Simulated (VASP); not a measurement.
# Ni in VASP: a series of runs

Aim: see how the results for Ni move with the level of theory and the settings. Levels: LDA, PBE. Tasks: single point.

All numbers are computed with VASP 6.6.1; they aren't measurements. Logs are shortened: lines on timing, memory, paths and dates and some standing lists are left out, and cuts for length are marked.

**1. The sheet as given**

The cell holds a sheet with vacuum, 1 atom: a = 2.259 Å, b = 2.259 Å, c = 23.800 Å, α = 90.00°, β = 90.00°, γ = 90.00°.

The cell was built by a generator and needn't be a form met in nature.

**2. Single point, LDA, collinear spin, ferromagnetic start**

Input file INCAR:

```
PREC = Accurate
ENCUT = 520
EDIFF = 1E-6
ISMEAR = -1
SIGMA = 0.05
LREAL = False
LASPH = True
NELM = 100
ALGO = Normal
ISIF = 2
LWAVE = False
LCHARG = False
ISPIN = 2
MAGMOM = 1
LORBIT = 11
LMAXMIX = 4
LDIPOL = True
IDIPOL = 3
DIPOL = 0.5 0.5 0.294
```

Input file KPOINTS:

```
regular mesh
0
Gamma
  9 9 1
```

Input file POSCAR:

```
Ni
1.0
    2.2591100000      0.0000000000      0.0000000000
    0.0000000000      2.2591100000      0.0000000000
    0.0000000000      0.0000000000     23.8000000000
Ni
1
Direct
    0.5000000000      0.5000000000      0.2941200000
```

Potentials or basis: VASP PAW LDA potentials, release 64 (Ni).

Run with:

```sh
> cat potpaw_LDA.64/Ni/POTCAR > POTCAR
> mpirun -np 1 vasp_std > vasp.out
```

OUTCAR:

```text
PREC = Accurate
   ENCUT = 520
   EDIFF = 1E-6
   ISMEAR = -1
   LREAL = False
   LASPH = True
   NELM = 100
   ISIF = 2
   ISPIN = 2
   LORBIT = 11

 ion  position               nearest neighbor table
   1  0.500  0.500  0.294-

  LATTYP: Found a simple tetragonal cell.
 ALAT       =     2.2591100000
 C/A-ratio  =    10.5351222384

  Lattice vectors:

 A1 = (   2.2591100000,   0.0000000000,   0.0000000000)
 A2 = (   0.0000000000,   2.2591100000,   0.0000000000)
 A3 = (   0.0000000000,   0.0000000000,  23.8000000000)

Analysis of symmetry for initial positions (statically):
=====================================================================
 Subroutine PRICEL returns:
 Original cell was already a primitive cell.

 Routine SETGRP: Setting up the symmetry group for a
 simple tetragonal supercell.

 Subroutine GETGRP returns: Found 16 space group operations
 (whereof  8 operations were pure point group operations)
 out of a pool of 16 trial point group operations.

The static configuration has the point symmetry C_4v.
 The point group associated with its full space group is D_4h.

Analysis of symmetry for dynamics (positions and initial velocities):
=====================================================================
 Subroutine PRICEL returns:
 Original cell was already a primitive cell.

 Routine SETGRP: Setting up the symmetry group for a
 simple tetragonal supercell.

 Subroutine GETGRP returns: Found 16 space group operations
 (whereof  8 operations were pure point group operations)
 out of a pool of 16 trial point group operations.

The dynamic configuration has the point symmetry C_4v.
 The point group associated with its full space group is D_4h.

Analysis of structural, dynamic, and magnetic symmetry:
=====================================================================
 Subroutine PRICEL returns:
 Original cell was already a primitive cell.

 Routine SETGRP: Setting up the symmetry group for a
 simple tetragonal supercell.

 Subroutine GETGRP returns: Found 16 space group operations
 (whereof  8 operations were pure point group operations)
 out of a pool of 16 trial point group operations.

The overall configuration has the point symmetry C_4v.
 The point group associated with its full space group is D_4h.

 Subroutine INISYM returns: Found 16 space group operations
 (whereof  8 operations are pure point group operations),
 and found     1 'primitive' translations

----------------------------------------------------------------------------------------

                                     Primitive cell

  volume of cell :     121.4652

  direct lattice vectors                    reciprocal lattice vectors
     2.259110000  0.000000000  0.000000000     0.442652195  0.000000000  0.000000000
     0.000000000  2.259110000  0.000000000     0.000000000  0.442652195  0.000000000
     0.000000000  0.000000000 23.800000000     0.000000000  0.000000000  0.042016807

  length of vectors
     2.259110000  2.259110000 23.800000000     0.442652195  0.442652195  0.042016807

  position of ions in fractional coordinates (direct lattice)
     0.500000000  0.500000000  0.294120000

  ion indices of the primitive-cell ions
   primitive index   ion index
                 1           1

----------------------------------------------------------------------------------------

 KPOINTS: regular mesh

Automatic generation of k-mesh.
 Grid dimensions read from file:
 generate k-points for:    9    9    1

 Generating k-lattice:

  Cartesian coordinates                     Fractional coordinates (reciprocal lattice)
     0.049183577  0.000000000  0.000000000     0.111111111  0.000000000  0.000000000
     0.000000000  0.049183577  0.000000000     0.000000000  0.111111111  0.000000000
     0.000000000  0.000000000  0.042016807     0.000000000  0.000000000  1.000000000

  Length of vectors
     0.049183577  0.049183577  0.042016807

  Shift w.r.t. Gamma in fractional coordinates (k-lattice)
     0.000000000  0.000000000  0.000000000

 Subroutine IBZKPT returns following result:
 ===========================================

 Found     15 irreducible k-points:

 Following reciprocal coordinates:
            Coordinates               Weight
  0.000000  0.000000  0.000000      1.000000
  0.111111  0.000000  0.000000      4.000000
  0.222222  0.000000  0.000000      4.000000
  0.333333  0.000000  0.000000      4.000000
  0.444444  0.000000  0.000000      4.000000
  0.111111  0.111111  0.000000      4.000000
  0.222222  0.111111  0.000000      8.000000
  0.333333  0.111111  0.000000      8.000000
  0.444444  0.111111  0.000000      8.000000
  0.222222  0.222222  0.000000      4.000000
  0.333333  0.222222  0.000000      8.000000
  0.444444  0.222222  0.000000      8.000000
  0.333333  0.333333  0.000000      4.000000
  0.444444  0.333333  0.000000      8.000000
  0.444444  0.444444  0.000000      4.000000
   k-points           NKPTS =     15   k-points in BZ     NKDIM =     15   number of bands    NBANDS=     10
   number of dos      NEDOS =    301   number of ions     NIONS =      1
   total plane-waves  NPLWV =  58320
   dimension x,y,z NGX =    18 NGY =   18 NGZ =  180
   dimension x,y,z NGXF=    36 NGYF=   36 NGZF=  360
   ions per type =               1
   NGX,Y,Z   is equivalent  to a cutoff of  13.25, 13.25, 12.57 a.u.
   NGXF,Y,Z  is equivalent  to a cutoff of  26.49, 26.49, 25.15 a.u.
 SYSTEM =  unknown system
   PREC   = accura    normal or accurate (medium, high low for compatibility)
   ISTART =      0    job   : 0-new  1-cont  2-samecut
   ICHARG =      2    charge: 1-file 2-atom 10-const
   ISPIN  =      2    spin polarized calculation?
   LNONCOLLINEAR =      F non collinear calculations
   LSORBIT =      F    spin-orbit coupling
   LASPH  =      T    aspherical Exc in radial PAW
   ENCUT  =  520.0 eV  38.22 Ry    6.18 a.u.   4.20  4.20 44.25*2*pi/ulx,y,z
   NELM   =    100;   NELMIN=  2; NELMDL= -5     # of ELM steps
   EDIFF  = 0.1E-05   stopping-criterion for ELM
   LREAL  =      F    real-space projection
   EDIFFG = 0.1E-04   stopping-criterion for IOM
   NSW    =      0    number of steps for IOM
   IBRION =     -1    ionic relax: 0-MD 1-quasi-New 2-CG
   NFREE  =      0    steps in history (QN), initial steepest desc. (CG)
   ISIF   =      2    stress and relaxation
   ISYM   =      2    0-nonsym 1-usesym 2-fastsym
   POTIM  = 0.5000    time-step for ionic-motion
   TEBEG  =    0.0;   TEEND  =   0.0 temperature during run
   PSTRESS=    0.0 pullay stress
   NELECT =      10.0000    total number of electrons
   NUPDOWN=      -1.0000    fix difference up-down
   EMIN   =  10.00;   EMAX   =-10.00  energy-range for DOS
   EFERMI =   0.00;   METHOD = LEGACY
   ISMEAR =    -1;   SIGMA  =   0.05  broadening in eV -4-tet -1-fermi 0-gaus
   EFERMI_NEDOS =   21; number of points for ismear=-14 and -15
   IALGO  =     38    algorithm
   IMIX   =      4    mixing-type and parameters
     AMIX     =   0.40;   BMIX     =  1.00
     AMIX_MAG =   1.60;   BMIX_MAG =  1.00
  volume/ion in A,a.u.               =     121.47       819.69
  Fermi-wavevector in a.u.,A,eV,Ry     =   0.712182  1.345829  6.900916  0.507203
  Thomas-Fermi vector in A             =   1.799490
   LORBIT       =     11    0 simple, 1 ext, 2 COOP (PROOUT), +10 PAW based schemes
   GGA     = CA    functional components
   LHFCALC =     F    Hartree Fock is set to
   AEXX    =    0.0000 exact exchange contribution
   IVDW    =     0    specifies the selected vdW correction
   LEPSILON=     F    determine dielectric tensor
   LRPA    =     F    only Hartree local field effects (RPA)
 spin polarized calculation
  energy-cutoff  :      520.00
  volume of cell :      121.47
 maximum number of plane-waves:      3306
 NGX is ok and might be reduce to    18
   NGX =  9   NGY =  9   NGZ = 89

 number of electron      10.0000000 magnetization       1.0000000

 dipolmoment           0.000000      0.000000      0.000001 electrons x Angstroem

 number of electron       9.9999988 magnetization       0.8155043

 dipolmoment           0.000000      0.000000     -0.000001 electrons x Angstroem

 Free energy of the ion-electron system (eV)
  ---------------------------------------------------
  ext. energy  EPLUGINS =         0.00000000
  ---------------------------------------------------
  free energy    TOTEN  =        -4.70507455 eV

  energy without entropy =       -4.68411651  energy(sigma->0) =       -4.69459553

 E-fermi :  -4.2551     XC(G=0):  -2.0068

 val. band max:       -4.2803553555   @ k =   0.2222   0.1111   0.0000
 cond. band min:      -4.2472813921   @ k =   0.1111   0.1111   0.0000
 fundamental gap:      0.0330739634
 Fermi energy:        -4.2550551262

 spin component 1

 k-point     1 :       0.0000    0.0000    0.0000
  band No.  band energies     occupation
      1     -10.1182      1.00000
      2      -8.0666      1.00000
      3      -6.2202      1.00000
      4      -4.9695      1.00000
      5      -4.9695      1.00000
      6      -4.6600      0.99970
      7      -3.4464      0.00000
      8       0.9486      0.00000
      9       1.4618      0.00000
     10       1.4784      0.00000

 k-point     2 :       0.1111    0.0000    0.0000
  band No.  band energies     occupation
      1      -9.7244      1.00000
      2      -7.8975      1.00000
      3      -6.1098      1.00000
      4      -5.4528      1.00000
      5      -4.9503      1.00000
      6      -4.7987      0.99998
      7      -2.7627      0.00000
      8       1.2940      0.00000
      9       1.8222      0.00000
     10       1.8509      0.00000
[... 157 lines left out ...]
 k-point    15 :       0.4444    0.4444    0.0000
  band No.  band energies     occupation
      1      -8.3843      1.00000
      2      -6.4810      1.00000
      3      -6.4344      1.00000
      4      -4.8717      1.00000
      5      -4.0074      0.00701
      6       2.7209      0.00000
      7       4.4885      0.00000
      8       8.9362      0.00000
      9       9.7268      0.00000
     10      11.0702      0.00000
 Fermi energy:        -4.2550551262

 spin component 2

 k-point     1 :       0.0000    0.0000    0.0000
  band No.  band energies     occupation
      1      -9.9622      1.00000
      2      -7.4607      1.00000
      3      -5.7199      1.00000
      4      -4.0554      0.01811
      5      -4.0554      0.01811
      6      -3.7349      0.00003
      7      -3.4339      0.00000
      8       0.9598      0.00000
      9       1.4682      0.00000
     10       1.4786      0.00000

 k-point     2 :       0.1111    0.0000    0.0000
  band No.  band energies     occupation
      1      -9.5635      1.00000
      2      -7.2926      1.00000
      3      -5.6024      1.00000
      4      -4.7005      0.99986
      5      -4.0348      0.01207
      6      -3.8818      0.00057
      7      -2.6051      0.00000
      8       1.3036      0.00000
      9       1.8281      0.00000
     10       1.8528      0.00000
[... 157 lines left out ...]
 k-point    15 :       0.4444    0.4444    0.0000
  band No.  band energies     occupation
      1      -7.7296      1.00000
      2      -5.6751      1.00000
      3      -5.6214      1.00000
      4      -4.2139      0.30530
      5      -3.2690      0.00000
      6       2.8840      0.00000
      7       4.6410      0.00000
      8       8.9980      0.00000
      9       9.9512      0.00000
     10      11.1974      0.00000

------------------------ aborting loop because EDIFF is reached ----------------------------------------

 vacuum level on the upper side and lower side of the slab       (xc-potential included)        -0.117        -0.115

  FORCE on cell =-STRESS in cart. coord.  units (eV):
  Direction    XX          YY          ZZ          XY          YZ          ZX
  --------------------------------------------------------------------------------------
  -------------------------------------------------------------------------------------
  Total       -1.2348608     -1.2348608     -0.0005756      0.0000000      0.0000000      0.0000000
  in kB      -16.2883412    -16.2883412     -0.0075928      0.0000000      0.0000000      0.0000000
  external PRESSURE =     -10.8614251 kB  Pullay stress =       0.0000000 kB

 VOLUME and BASIS-vectors are now :
 -----------------------------------------------------------------------------
  energy-cutoff  :      520.00
  volume of cell :      121.47
      direct lattice vectors                 reciprocal lattice vectors
     2.259110000  0.000000000  0.000000000     0.442652195  0.000000000  0.000000000
     0.000000000  2.259110000  0.000000000     0.000000000  0.442652195  0.000000000
     0.000000000  0.000000000 23.800000000     0.000000000  0.000000000  0.042016807

 POSITION                                       TOTAL-FORCE (eV/Angst)
 -----------------------------------------------------------------------------------
      1.12956      1.12956      7.00006         0.000000      0.000000      0.000000
 -----------------------------------------------------------------------------------
    total drift:                                0.000000      0.000000      0.000016

  FREE ENERGIE OF THE ION-ELECTRON SYSTEM (eV)
  ---------------------------------------------------
  free  energy   TOTEN  =        -4.7050745493 eV

  energy  without entropy=       -4.6841165054  energy(sigma->0) =       -4.69459553

 vacuum level on the upper side and lower side of the slab         1.215         1.215

 total charge

# of ion       s       p       d       tot
------------------------------------------
    1        0.539   0.293   8.339   9.171

 magnetization (x)

# of ion       s       p       d       tot
------------------------------------------
    1        0.007  -0.005   0.824   0.825
```

Run time: 60 s. Hardware: 1 thread of Intel Xeon Platinum 8488C (Sapphire Rapids), shared host; peak memory 0.21 GiB.

Results:

| Quantity | Value |
| --- | --- |
| Free energy | -4.7051 eV |
| Band gap on the k mesh | none (metal or under the smearing width) |
| Net moment | 0.82 μB per cell |
| Site moments | Ni +0.82 μB |
| Valence electrons inside the program's atomic spheres | Ni 9.17 |

**3. Single point, LDA, collinear spin, ferromagnetic start**

Input file INCAR:

```
PREC = Accurate ; ENCUT = 520
EDIFF = 1E-8 ; ISMEAR = -1
SIGMA = 0.05 ; LREAL = Auto
LASPH = T ; NELM = 100
ALGO = Normal ; ISIF = 2
LWAVE = F ; LCHARG = F
ISPIN = 2 ; MAGMOM = 1
LORBIT = 11 ; LMAXMIX = 4
LDIPOL = T ; IDIPOL = 3
DIPOL = 0.5 0.5 0.294 ; ISYM = 0
```

Input file KPOINTS:

```
Automatic mesh
0
Gamma
  9 9 1
```

POSCAR is that of step 2.

Potentials or basis: VASP PAW LDA potentials, release 64 (Ni).

Run with:

```sh
> cat potpaw_LDA.64/Ni/POTCAR > POTCAR
> mpirun -np 1 vasp_std > vasp.out
```

Run time: 3.9 min. Hardware: 1 thread of Intel Xeon Platinum 8488C (Sapphire Rapids), shared host; peak memory 0.22 GiB.

It converged, with:

* Free energy: -4.7053 eV
* Band gap on the k mesh: none (metal or under the smearing width)
* Net moment: 0.82 μB per cell
* Site moments: Ni +0.82 μB
* Valence electrons inside the program's atomic spheres: Ni 9.17

Levels at points of the mesh, in eV from the Fermi level:
Spin up:
| k point | band 3 | band 4 | band 5 | band 6 | band 7 | band 8 |
| --- | --- | --- | --- | --- | --- | --- |
| (0.00, 0.00, 0.00) | -1.97 | -0.71 | -0.71 | -0.40 | 0.81 | 5.19 |
Spin down:
```csv
k point,band 1,band 2,band 3,band 4,band 5,band 6,band 7,band 8,band 9
"(0.00, 0.00, 0.00)",-5.71,-3.21,-1.46,0.20,0.20,0.52,0.82,5.20,5.71
```

**4. Single point, PBE, collinear spin, ferromagnetic start**

Input file INCAR:

```
ALGO = Fast
DIPOL = 0.5 0.5 0.294
EDIFF = 1E-6
ENCUT = 600
GGA = PE
IDIPOL = 3
ISIF = 2
ISMEAR = -1
ISPIN = 2
LASPH = True
LCHARG = False
LDIPOL = True
LMAXMIX = 4
LORBIT = 11
LREAL = False
LWAVE = False
MAGMOM = 1
NELM = 100
PREC = Accurate
SIGMA = 0.05
```

Input file KPOINTS:

```
k-points
0
Gamma
  9 9 1
```

POSCAR is that of step 3.

Potentials or basis: VASP PAW PBE potentials, release 64 (Ni).

Run with:

```sh
> cat potpaw_PBE.64/Ni/POTCAR > POTCAR
> mpirun -np 1 vasp_std > vasp.out
```

It took 93 s on 1 thread of Intel Xeon Platinum 8488C (Sapphire Rapids), shared host; peak memory 0.28 GiB.

The run converged. Its results:

```
Free energy                                           : -3.9720 eV
Band gap on the k mesh                                : none (metal or under the smearing width)
Net moment                                            : 0.82 μB per cell
Site moments                                          : Ni +0.84 μB
Valence electrons inside the program's atomic spheres : Ni 9.16
```

Levels at points of the mesh, in eV from the Fermi level:
Spin up:
```csv
k point,band 2,band 3,band 4,band 5,band 6,band 7,band 8,band 9,band 10
"(0.00, 0.00, 0.00)",-3.85,-2.00,-0.90,-0.90,-0.55,0.76,4.83,5.29,5.32
```
Spin down:
```csv
k point,band 1,band 2,band 3,band 4,band 5,band 6,band 7,band 8,band 9
"(0.00, 0.00, 0.00)",-5.81,-3.25,-1.60,0.25,0.25,0.52,0.70,4.79,5.25
```

**5. Single point, PBE, collinear spin, ferromagnetic start**

INCAR is that of step 4.

KPOINTS is that of step 4.

POSCAR is that of step 4.

Run with:

```sh
> cat potpaw_PBE.64/Ni/POTCAR > POTCAR
> mpirun -np 1 vasp_std > vasp.out
```

Run time: 88 s. Hardware: 1 thread of Intel Xeon Platinum 8488C (Sapphire Rapids), shared host; peak memory 0.28 GiB.

The run converged. Its results:

```yaml
Free_energy: -3.9720 eV
Band_gap_on_the_k_mesh: none (metal or under the smearing width)
Net_moment: 0.82 μB per cell
Site_moments: Ni +0.84 μB
Valence_electrons_inside_the_program's_atomic_spheres: Ni 9.16
```

Levels at points of the mesh, in eV from the Fermi level:
Spin up:
```
           k point  band 3  band 4  band 5  band 6  band 7  band 8  band 9  band 10
(0.00, 0.00, 0.00)   -2.00   -0.90   -0.90   -0.55    0.76    4.83    5.29     5.32
```
Spin down:
```tsv
k point	band 1	band 2	band 3	band 4	band 5	band 6	band 7	band 8
(0.00, 0.00, 0.00)	-5.81	-3.25	-1.60	0.25	0.25	0.52	0.70	4.79
```

**6. Single point, PBE, collinear spin, ferromagnetic start**

INCAR is that of step 5.

KPOINTS is that of step 5.

POSCAR is that of step 5.

Potentials or basis: VASP PAW PBE potentials, release 64 (Ni_pv).

Run with:

```sh
> cat potpaw_PBE.64/Ni_pv/POTCAR > POTCAR
> mpirun -np 1 vasp_std > vasp.out
```

Run time: 1.9 min. Hardware: 1 thread of Intel Xeon Platinum 8488C (Sapphire Rapids), shared host; peak memory 0.28 GiB.

The run converged. Its results:

| Property | Result |
| --- | --- |
| Free energy | -3.9840 eV |
| Band gap on the k mesh | none (metal or under the smearing width) |
| Net moment | 0.82 μB per cell |
| Site moments | Ni +0.86 μB |
| Valence electrons inside the program's atomic spheres | Ni 14.50 |

Levels at points of the mesh, in eV from the Fermi level:
Spin up:
```tsv
k point	band 7	band 8	band 9	band 10	band 11	band 12
(0.00, 0.00, 0.00)	-0.91	-0.91	-0.55	0.72	4.82	5.28
```
Spin down:
```tsv
k point	band 4	band 5	band 6	band 7	band 8	band 9	band 10	band 11	band 12
(0.00, 0.00, 0.00)	-5.87	-3.26	-1.62	0.26	0.26	0.54	0.66	4.77	5.30
```

**7. For comparison**

An earlier run on the cell as given: functional PBE; potentials or basis VASP PAW PBE potentials, release 64 (Ni); cutoff 520 eV; k mesh 12 × 12 × 1; occupations fermi-dirac, width 0.05 eV; collinear spin, ferromagnetic start; starting moments [1.0] μB.

* Band gap on the k mesh: none (metal or under the smearing width)
* Net moment: 0.86 μB per cell
* Site moments: Ni +0.88 μB
* Valence electrons inside the program's atomic spheres: Ni 9.16

**8. Summary**

| level | potentials or basis | k mesh | cutoff (eV) | other keys | gap on the mesh (eV) | moment (μB) |
| --- | --- | --- | --- | --- | --- | --- |
| LDA | VASP PAW LDA potentials, release 64 (Ni) | 9 × 9 × 1 | 520 | - | none | 0.82 |
| LDA | VASP PAW LDA potentials, release 64 (Ni) | 9 × 9 × 1 | 520 | ISYM = 0; LREAL = Auto; EDIFF = 1e-08 | none | 0.82 |
| PBE | VASP PAW PBE potentials, release 64 (Ni) | 9 × 9 × 1 | 600 | - | none | 0.82 |
| PBE | VASP PAW PBE potentials, release 64 (Ni_pv) | 9 × 9 × 1 | 600 | - | none | 0.82 |
| PBE | VASP PAW PBE potentials, release 64 (Ni) | 12 × 12 × 1 | 520 | - | none | 0.86 |

Alike in all rows: task single point; spin collinear, ferromagnetic start; cell as given; smearing fermi-dirac 0.05 eV.

Absolute energies hang on the potentials; compare differences alone.
